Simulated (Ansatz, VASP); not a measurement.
## SnTe3: VASP beside Ansatz

```
CELL_PARAMETERS angstrom
0.00000 3.83530 3.83530
3.83530 0.00000 3.83530
3.83530 3.83530 0.00000
ATOMIC_POSITIONS crystal
Te 0.50000 0.50000 0.50000
Te 0.75000 0.75000 0.75000
Te 0.25000 0.25000 0.25000
Sn 0.00000 0.00000 0.00000
```

Change from the starting cell: volume scaled by 0.98.

Alike in both runs: task single point; functional PBEsol; k mesh 6 × 6 × 6; occupations fermi-dirac, width 0.05 eV; no spin polarisation.

|  | VASP | Ansatz |
| --- | --- | --- |
| version | VASP 6.6.1 | Ansatz 0.2.0 |
| potentials or method | VASP PAW PBE potentials, release 64 (Te, Sn_d), cutoff 520 eV | all-electron LAPW, scalar-relativistic |

|  | VASP | Ansatz | Ansatz less VASP |
| --- | --- | --- | --- |
| gap on the k mesh at the Fermi level (eV) | none | none | - |
| pressure (GPa) | -1.9 | -1.9 | +0.02 |

A gap of «none» marks a metal or a gap that the smearing closes. Ansatz ran all-electron here, so the differences hold the error of VASP's frozen core and of both bases.

Caveats: the PAW data sets were made with another functional, which shifts forces and pressure a little (VASP). Spin-orbit coupling is left out, which matters for the levels of Te.
